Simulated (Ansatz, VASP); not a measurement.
One calculation of HfC, two programs

The input INCAR:

```
SYSTEM = HfC
PREC     = Accurate       ! precision mode
ENCUT    = 520            ! plane-wave cutoff, eV
EDIFF    = 1E-6           ! SCF threshold, eV
ISMEAR   = -1             ! smearing method
SIGMA    = 0.05           ! smearing width, eV
LREAL    = .FALSE.        ! projectors in reciprocal space
LASPH    = .TRUE.         ! aspherical terms in the spheres
NELM     = 100            ! most SCF steps
ALGO     = Normal         ! electronic algorithm
ISIF     = 2              ! what is computed and relaxed
LWAVE    = .FALSE.        ! write WAVECAR
LCHARG   = .FALSE.        ! write CHGCAR
GGA      = PE             ! functional
NBANDS   = 14             ! bands
```

File KPOINTS:

```
Automatic mesh
0
G
  12 12 12
  0 0 0
```

Contents of POSCAR:

```
HfC
1.0
    0.0000000000      2.2779414499      2.2779414499
    2.2779414499      0.0000000000      2.2779414499
    2.2779414499      2.2779414499      0.0000000000
Hf C
1 1
Direct
    0.5000000000      0.5000000000      0.5000000000
    0.0000000000      0.0000000000      0.0000000000
```

Input for Ansatz:

```yaml
crystal:
  lattice:
    - [0.0, 2.2779414499, 2.2779414499]
    - [2.2779414499, 0.0, 2.2779414499]
    - [2.2779414499, 2.2779414499, 0.0]
  atoms:
    - { symbol: Hf, position: [0.5, 0.5, 0.5] }
    - { symbol: C, position: [0.0, 0.0, 0.0] }
kpoints:
  mp_grid: { grid: [12, 12, 12] }
scf:
  occupations: { method: fermi_dirac, width: 0.05 }
hamiltonian:
  xc: pbe
  pseudopotentials: { kind: all_electron, lapw: { basis_error: 0.00025 } }
output:
  forces: true
  stress: true
  eigenvalues: true
```

Change from the starting cell: volume scaled by 0.9405.

Alike in both runs: task single point; functional PBE; k mesh 12 × 12 × 12; occupations fermi-dirac, width 0.05 eV; no spin polarisation.

```csv
,VASP,Ansatz
version,VASP 6.6.1,Ansatz 0.2.0
potentials or method,"VASP PAW PBE potentials, release 64 (Hf_pv, C)","all-electron LAPW, scalar-relativistic"
plane-wave cutoff (eV),520,see its input
```

Ansatz gave:

| Item | Value |
| --- | --- |
| pressure (GPa) | 16.6 |

**Question.** Which values does VASP return?

**Answer.** Pressure (GPa): 16.1.

Ansatz ran all-electron here, so the differences hold the error of VASP's frozen core and of both bases.

Caveats: so large a pressure means that the cell lies far from this level's equilibrium, or that cutoff or potentials fall short (VASP). Spin-orbit coupling is left out, which matters for the levels of Hf.
